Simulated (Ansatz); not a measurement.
# BN: the cost of one run

Method: DFT PBE, scalar-relativistic, plane waves, PAW, in Ansatz 0.2.0.

## Step 1: The system as given

The structure is cubic, space group F-43m (No. 216). The conventional cell has a = 3.626 Å, b = 3.626 Å, c = 3.626 Å, α = 90.00°, β = 90.00°, γ = 90.00°. B (site symmetry -43m) has 4 N at 1.57 Å as nearest neighbours. N (site symmetry -43m) is surrounded by 4 B at 1.57 Å.

As a file:

```xyz
54
Lattice="0.0000 5.4390 5.4390 5.4390 0.0000 5.4390 5.4390 5.4390 0.0000" Properties=species:S:1:pos:R:3 pbc="T T T"
B     0.0000    0.0000    0.0000
B     1.8130    1.8130    0.0000
B     3.6260    3.6260    0.0000
B     1.8130    0.0000    1.8130
B     3.6260    1.8130    1.8130
B     5.4390    3.6260    1.8130
B     3.6260    0.0000    3.6260
B     5.4390    1.8130    3.6260
B     7.2520    3.6260    3.6260
B     0.0000    1.8130    1.8130
B     1.8130    3.6260    1.8130
B     3.6260    5.4390    1.8130
B     1.8130    1.8130    3.6260
B     3.6260    3.6260    3.6260
B     5.4390    5.4390    3.6260
B     3.6260    1.8130    5.4390
B     5.4390    3.6260    5.4390
B     7.2520    5.4390    5.4390
B     0.0000    3.6260    3.6260
B     1.8130    5.4390    3.6260
B     3.6260    7.2520    3.6260
B     1.8130    3.6260    5.4390
B     3.6260    5.4390    5.4390
B     5.4390    7.2520    5.4390
B     3.6260    3.6260    7.2520
B     5.4390    5.4390    7.2520
B     7.2520    7.2520    7.2520
N     2.7195    2.7195    2.7195
N     4.5325    4.5325    2.7195
N     6.3455    6.3455    2.7195
N     4.5325    2.7195    4.5325
N     6.3455    4.5325    4.5325
N     8.1585    6.3455    4.5325
N     6.3455    2.7195    6.3455
N     8.1585    4.5325    6.3455
N     9.9715    6.3455    6.3455
N     2.7195    4.5325    4.5325
N     4.5325    6.3455    4.5325
N     6.3455    8.1585    4.5325
N     4.5325    4.5325    6.3455
N     6.3455    6.3455    6.3455
N     8.1585    8.1585    6.3455
N     6.3455    4.5325    8.1585
N     8.1585    6.3455    8.1585
N     9.9715    8.1585    8.1585
N     2.7195    6.3455    6.3455
N     4.5325    8.1585    6.3455
N     6.3455    9.9715    6.3455
N     4.5325    6.3455    8.1585
N     6.3455    8.1585    8.1585
N     8.1585    9.9715    8.1585
N     6.3455    6.3455    9.9715
N     8.1585    8.1585    9.9715
N     9.9715    9.9715    9.9715
```

The runs take a perfect supercell of 54 atoms; the defect goes to fractional position (0.000, 0.000, 0.000).

## Step 2: The perfect supercell

Contents of input.yaml:

```yaml
crystal:
  lattice:
    - [0.0, 5.439003, 5.439003]
    - [5.439003, 0.0, 5.439003]
    - [5.439003, 5.439003, 0.0]
  atoms:
    - { symbol: B, position: [0.0, 0.0, 0.0] }
    - { symbol: B, position: [0.0, 0.0, 0.333333] }
    - { symbol: B, position: [0.0, 0.0, 0.666667] }
    - { symbol: B, position: [0.0, 0.333333, 0.0] }
    - { symbol: B, position: [0.0, 0.333333, 0.333333] }
    - { symbol: B, position: [0.0, 0.333333, 0.666667] }
    - { symbol: B, position: [0.0, 0.666667, 0.0] }
    - { symbol: B, position: [0.0, 0.666667, 0.333333] }
    - { symbol: B, position: [0.0, 0.666667, 0.666667] }
    - { symbol: B, position: [0.333333, 0.0, 0.0] }
    - { symbol: B, position: [0.333333, 0.0, 0.333333] }
    - { symbol: B, position: [0.333333, 0.0, 0.666667] }
    - { symbol: B, position: [0.333333, 0.333333, 0.0] }
    - { symbol: B, position: [0.333333, 0.333333, 0.333333] }
    - { symbol: B, position: [0.333333, 0.333333, 0.666667] }
    - { symbol: B, position: [0.333333, 0.666667, 0.0] }
    - { symbol: B, position: [0.333333, 0.666667, 0.333333] }
    - { symbol: B, position: [0.333333, 0.666667, 0.666667] }
    - { symbol: B, position: [0.666667, 0.0, 0.0] }
    - { symbol: B, position: [0.666667, 0.0, 0.333333] }
    - { symbol: B, position: [0.666667, 0.0, 0.666667] }
    - { symbol: B, position: [0.666667, 0.333333, 0.0] }
    - { symbol: B, position: [0.666667, 0.333333, 0.333333] }
    - { symbol: B, position: [0.666667, 0.333333, 0.666667] }
    - { symbol: B, position: [0.666667, 0.666667, 0.0] }
    - { symbol: B, position: [0.666667, 0.666667, 0.333333] }
    - { symbol: B, position: [0.666667, 0.666667, 0.666667] }
    - { symbol: "N", position: [0.25, 0.25, 0.25] }
    - { symbol: "N", position: [0.25, 0.25, 0.583333] }
    - { symbol: "N", position: [0.25, 0.25, 0.916667] }
    - { symbol: "N", position: [0.25, 0.583333, 0.25] }
    - { symbol: "N", position: [0.25, 0.583333, 0.583333] }
    - { symbol: "N", position: [0.25, 0.583333, 0.916667] }
    - { symbol: "N", position: [0.25, 0.916667, 0.25] }
    - { symbol: "N", position: [0.25, 0.916667, 0.583333] }
    - { symbol: "N", position: [0.25, 0.916667, 0.916667] }
    - { symbol: "N", position: [0.583333, 0.25, 0.25] }
    - { symbol: "N", position: [0.583333, 0.25, 0.583333] }
    - { symbol: "N", position: [0.583333, 0.25, 0.916667] }
    - { symbol: "N", position: [0.583333, 0.583333, 0.25] }
    - { symbol: "N", position: [0.583333, 0.583333, 0.583333] }
    - { symbol: "N", position: [0.583333, 0.583333, 0.916667] }
    - { symbol: "N", position: [0.583333, 0.916667, 0.25] }
    - { symbol: "N", position: [0.583333, 0.916667, 0.583333] }
    - { symbol: "N", position: [0.583333, 0.916667, 0.916667] }
    - { symbol: "N", position: [0.916667, 0.25, 0.25] }
    - { symbol: "N", position: [0.916667, 0.25, 0.583333] }
    - { symbol: "N", position: [0.916667, 0.25, 0.916667] }
    - { symbol: "N", position: [0.916667, 0.583333, 0.25] }
    - { symbol: "N", position: [0.916667, 0.583333, 0.583333] }
    - { symbol: "N", position: [0.916667, 0.583333, 0.916667] }
    - { symbol: "N", position: [0.916667, 0.916667, 0.25] }
    - { symbol: "N", position: [0.916667, 0.916667, 0.583333] }
    - { symbol: "N", position: [0.916667, 0.916667, 0.916667] }
basis:
  ecutwfc: 420
  fft_grid_basis: typed
kpoints:
  mp_grid: { grid: [2, 2, 2] }
hamiltonian:
  xc: pbe
  pseudopotentials: { kind: paw }
scf:
  occupations: { method: gaussian, width: 0.05 }
output:
  forces: true
  stress: false
  eigenvalues: true
  bader: false
  write_density: true
  volumetric_format: npy
```

The run is started by

```
> ansatz run input.yaml --threads 4 --pin off --max-ram 10240MiB --backend cpu --events-out ev --progress --plain --runs-dir out
```

Q: Estimate wall time and peak memory on 4 threads of Arm Neoverse N1, shared host.

About 3.6 s, with a peak of 1 GiB.
